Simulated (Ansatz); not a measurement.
The system is ZrSe2.

```
Zr Se
1.0
     3.79800    0.00000    0.00000
    -1.89900    3.28916    0.00000
     0.00000    0.00000    6.19200
Zr Se
1 2
Direct
  0.00000 0.00000 0.00000
  0.66667 0.33333 0.75000
  0.33333 0.66667 0.25000
```

A run of Ansatz 0.2.0 on this cell left the log below. Logs are shortened: lines on timing, memory, paths and dates and some standing lists are left out, and cuts for length are marked.

```text
Warning: RAYON_NUM_THREADS=2 ignored (pool sized by the plan → 2); use --threads N
Engine: ansatz 0.2.0, x86_64-unknown-linux-gnu
Pseudopotentials: kind: paw
Pseudopotential: Zr, paw, valence charge 12, recommended cutoff 420 eV (normal), Zr.paw.azcp
Pseudopotential: Se, paw, valence charge 16, recommended cutoff 420 eV (normal), Se.paw.azcp
Functional definition: PBE
  parameter kappa = 0.804
  parameter beta = 0.06672455060314922
  exchange = pbe_x(kappa = kappa, mu = beta*pi^2/3)
  correlation = pbe_c(beta = beta)
Crystal: 3 atoms, lattice volume = 77.352 Å³
Basis set: ecut = 420 eV, 1521 PW (Γ), exchange–correlation on 54×54×90 points (8 copies of the dense FFT grid, shifted against one another)
Bands: 27, of which v1, the nominal top of the filled ones, is band 22 counted from 1 (21 counted from 0)
Symmetry: 12 space group operations
Space group: P-3m1 (ITA 164), of the structure as read, at distance tolerance 4.3e-5 Å
k-points: 40 of 320
Non-local potential: Zr, projectors of the file, l = 0: 3, l = 1: 2, l = 2: 2, l = 3: 2
Non-local potential: Se, projectors of the file, l = 0: 2, l = 1: 2, l = 2: 3, l = 3: 1
PAW form: soft (Blöchl's): semilocal exchange-correlation on the pseudo side does not see the compensation charge
PAW one-centre angular grid: Zr, 590 points (default); XC on 64 Gauss nodes
PAW one-centre angular grid: Se, 590 points (default); XC on 64 Gauss nodes
Initial density: superposition of atomic densities (neutral atoms: chi_scale 0, normalization atom), corrected by the library's trained network
Initial wavefunctions: pseudopotential atomic-orbital guess
Functional: x = pbe(κ = 0.804, μ = 0.2195149727645171), c = pbe(β = 0.06672455060314922)
SCF iter   1: F=—  HF=-15126.037295 eV  |F-HF|=—  |Δ(HF+E_count)|=         —  Δρ=1.15e-3  dr2=7.39e-4  ethr=1.77e-3  ⟨swp⟩=6.4  Hψ=4170  notcnv=0
preconditioner: auto → Resta (q_TF=auto, 2.483 Å⁻¹)  ε∞=5.6  [insulator: Δε(μ)=0.418 eV  Ē_g=7.894 eV  σ=0.012 eV  W_gap=1.00  n_scr=22 (ndim 8)  ℏωp=16.9 eV  f_vac=0.068  D(μ)=0.00/eV (n_scr^D=0)  ε∞_Penn≈5.6]
SCF iter   2: F=—  HF=-15126.037605 eV  |F-HF|=—  |Δ(HF+E_count)|=   3.10e-4  Δρ=6.45e-4  dr2=2.34e-4  ethr=1.68e-6  ⟨swp⟩=2.2  Hψ=2453  notcnv=0  defer=34
SCF iter   3: F=—  HF=-15126.037809 eV  |F-HF|=—  |Δ(HF+E_count)|=   2.04e-4  Δρ=2.28e-4  dr2=9.16e-5  ethr=5.31e-7  ⟨swp⟩=2.0  Hψ=2040  notcnv=0
automatic band count: iteration 3 solves 26 bands in place of 27: the levels show a gap, and the empty bands left out lie too high to hold charge; the band table lists the bands solved (type scf.n_extra_bands for more)
SCF iter   4: F=—  HF=-15126.037789 eV  |F-HF|=—  |Δ(HF+E_count)|=   2.03e-5  Δρ=8.84e-5  dr2=8.65e-6  ethr=2.08e-7  ⟨swp⟩=3.0  Hψ=1891  notcnv=0
SCF iter   5: F=—  HF=-15126.037793 eV  |F-HF|=—  |Δ(HF+E_count)|=   4.26e-6  Δρ=2.58e-5  dr2=7.73e-7  ethr=1.97e-8  ⟨swp⟩=2.0  Hψ=1880  notcnv=0
SCF iter   6: F=—  HF=-15126.037794 eV  |F-HF|=—  |Δ(HF+E_count)|=   3.70e-7  Δρ=9.56e-6  dr2=1.15e-7  ethr=1.76e-9  ⟨swp⟩=2.0  Hψ=1880  notcnv=0
SCF iter   7: F=-15126.037794 eV  HF=-15126.037794 eV  |F-HF|=9.50e-10  |Δ(HF+E_count)|=   5.40e-8  Δρ=3.12e-6  dr2=6.49e-9  ethr=2.27e-10  ⟨swp⟩=4.0  Hψ=3257  notcnv=0
SCF 1 converged in 7 iterations: F = -15126.037794 eV  dr2 = 6.49e-9
  greatest PAW one-centre occupation: 1.000 electrons in one spin orbital (limit 2), on the Se atom at site 2 (counted from 0), in its partial waves of l = 2
SCF converged after 7 iterations
Free energy (F): -15126.037794 eV
Harris-Foulkes:  -15126.037794 eV  (|F-HF|=9.50e-10)
Internal energy: -15126.037794 eV  (E = F + TS)
E sigma→0 (E₀):  -15126.037794 eV
Fermi energy:    8.907943 eV
--- Per-component energies (eV) ---
  E_band       = -897.809773
  E_kinetic    = 570.679352
  E_local      = -5900.087389  (includes V_loc(G=0)·N_el)
  E_nonlocal   = -1114.162604
  E_hartree    = 2787.415002
  E_xc         = -371.372994
  E_vxc        = -388.895014  (∫ρ·V_xc dr)
  E_paw        = -6775.206568  (= ΣΔE_a)
  E_vpaw       = 359.822532  (= ΣTr[D̂ρ^β])
  E_aug_tail   = -0.001166  (compensation charges beyond the density's cutoff)
  E_ewald      = -4323.301427
  E_smearing   = -0.000000  (= −TS)
  E_closure    = -0.000000  (closes the sum)
  Σ components = -15126.037794   (vs F -15126.037794, Δ=0.00e0)
--- Forces (eV/Å), atoms counted from 1 ---
  atom   1  Zr    -0.00000000     0.00000000     0.00000000
  atom   2  Se     0.00000000    -0.00000000    -0.28294065
  atom   3  Se     0.00000000     0.00000000     0.28294065
  max |Σ_I F_I| component: 2.31e-18 eV/Å
--- Stress (GPa, compression-positive) ---
        1.359712       0.000000       0.000000
        0.000000       1.359712      -0.000000
        0.000000      -0.000000       3.073641
  P = ⅓ Tr σ = 1.9310 GPa (19.310 kbar)
--- Band table (eV; the first three rows and the last of 40) ---
  k-point 0: bands = ["-40.7613", "-38.1831", "-38.1831", "-38.1830", "-38.1830", "-38.1771", "-38.1769", "-38.1755", "-38.1755", "-38.1754", "-38.1754", "-18.8134", "-18.7017", "-18.7017", "-4.5069", "-3.2519", "4.0308", "5.9766", "5.9766", "8.6487", "8.6487", "8.7027", "9.7574", "9.7574", "10.2896", "13.0401"]
  k-point 1: bands = ["-40.7613", "-38.1831", "-38.1831", "-38.1829", "-38.1829", "-38.1771", "-38.1769", "-38.1756", "-38.1756", "-38.1753", "-38.1753", "-18.8135", "-18.7017", "-18.7017", "-4.4358", "-3.3621", "4.3093", "5.9923", "5.9923", "7.9863", "8.5906", "8.5906", "9.7483", "9.7483", "10.5124", "13.1703"]
  k-point 2: bands = ["-40.7613", "-38.1832", "-38.1832", "-38.1828", "-38.1828", "-38.1770", "-38.1770", "-38.1756", "-38.1756", "-38.1753", "-38.1753", "-18.8137", "-18.7017", "-18.7017", "-4.2804", "-3.5784", "4.9581", "6.0186", "6.0186", "6.8921", "8.4993", "8.4993", "9.7329", "9.7329", "10.6544", "13.3923"]
  k-point 39: bands = ["-40.7507", "-38.1831", "-38.1830", "-38.1829", "-38.1798", "-38.1767", "-38.1766", "-38.1753", "-38.1753", "-38.1752", "-38.1751", "-18.8510", "-18.8001", "-18.7642", "-3.4028", "-3.2529", "4.6825", "5.0295", "5.6962", "6.2818", "6.5994", "6.9579", "10.2252", "11.0074", "11.1150", "13.0787"]
```

**Question.** What input gives this log?

**Answer.** Single point with PBE, no spin polarisation. The files as run (others can give the same):

input.yaml
```yaml
crystal:
  lattice:
    - [3.798, 0.0, 0.0]
    - [-1.899, 3.2891644836, 0.0]
    - [0.0, 0.0, 6.192]
  atoms:
    - { symbol: Zr, position: [0.0, 0.0, 0.0] }
    - { symbol: Se, position: [0.6666666667, 0.3333333333, 0.75] }
    - { symbol: Se, position: [0.3333333333, 0.6666666667, 0.25] }
hamiltonian:
  xc: pbe
  pseudopotentials: { kind: paw }
kpoints:
  mp_grid: { grid: [8, 8, 5] }
scf:
  occupations: { method: gaussian, width: 0.012 }
output:
  forces: true
  stress: true
  eigenvalues: true
```

Potentials or basis: Ansatz PAW.
The run is started by
```console
$ ansatz run input.yaml --threads 2 --pin off --max-ram 5632MiB --backend cpu --events-out ev --progress --plain --runs-dir out
```

Caveat: odd divisions of the mesh miss points on the zone boundary, where band edges often lie, so the gap on the mesh can be too wide; this functional lacks dispersion, which binds the layers, so the pressure and a relaxed spacing across them are unreliable.
